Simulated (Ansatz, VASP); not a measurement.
## Na: VASP beside Ansatz

INCAR

```
SYSTEM = Na
PREC     = Accurate       ! precision mode
ENCUT    = 520            ! plane-wave cutoff, eV
EDIFF    = 1E-7           ! SCF threshold, eV
ISMEAR   = 0              ! smearing method
SIGMA    = 0.15           ! smearing width, eV
LREAL    = .FALSE.        ! projectors in reciprocal space
LASPH    = .TRUE.         ! aspherical terms in the spheres
NELM     = 60             ! most SCF steps
ALGO     = Normal         ! electronic algorithm
ISIF     = 2              ! what is computed and relaxed
LWAVE    = .FALSE.        ! write WAVECAR
LCHARG   = .FALSE.        ! write CHGCAR
GGA      = PE             ! functional
NBANDS   = 10             ! bands
```

File KPOINTS:

```
Automatic mesh
0
G
  18 18 18
  0 0 0
```

Contents of POSCAR:

```
Na
1.0
   -2.1175000000      2.1175000000      2.1175000000
    2.1175000000     -2.1175000000      2.1175000000
    2.1175000000      2.1175000000     -2.1175000000
Na
1
Direct
    0.0000000000      0.0000000000      0.0000000000
```

Input for Ansatz:

```yaml
crystal:
  lattice:
    - [-2.1175, 2.1175, 2.1175]
    - [2.1175, -2.1175, 2.1175]
    - [2.1175, 2.1175, -2.1175]
  atoms:
    - { symbol: Na, position: [0.0, 0.0, 0.0] }
basis:
  ecutwfc: 420
kpoints:
  mp_grid: { grid: [18, 18, 18] }
hamiltonian:
  xc: pbe
scf:
  occupations: { method: gaussian, width: 0.15 }
output:
  forces: true
  stress: true
  eigenvalues: true
```

Alike in both runs: task single point; functional PBE; k mesh 18 × 18 × 18; occupations gaussian, width 0.15 eV; no spin polarisation.

```csv
,VASP,Ansatz
version,VASP 6.6.1,Ansatz 0.2.0
potentials or method,"VASP PAW PBE potentials, release 64 (Na_pv)","scalar-relativistic, plane waves, PAW"
plane-wave cutoff (eV),520,420
valence electrons in the cell,7,9
```

|  | VASP | Ansatz | Ansatz less VASP |
| --- | --- | --- | --- |
| gap on the k mesh at the Fermi level (eV) | none | none | - |
| pressure (GPa) | -0.2 | -0.2 | 0.00 |

A gap of «none» marks a metal or a gap that the smearing closes. The two sets of potentials don't hold the same shells in valence.
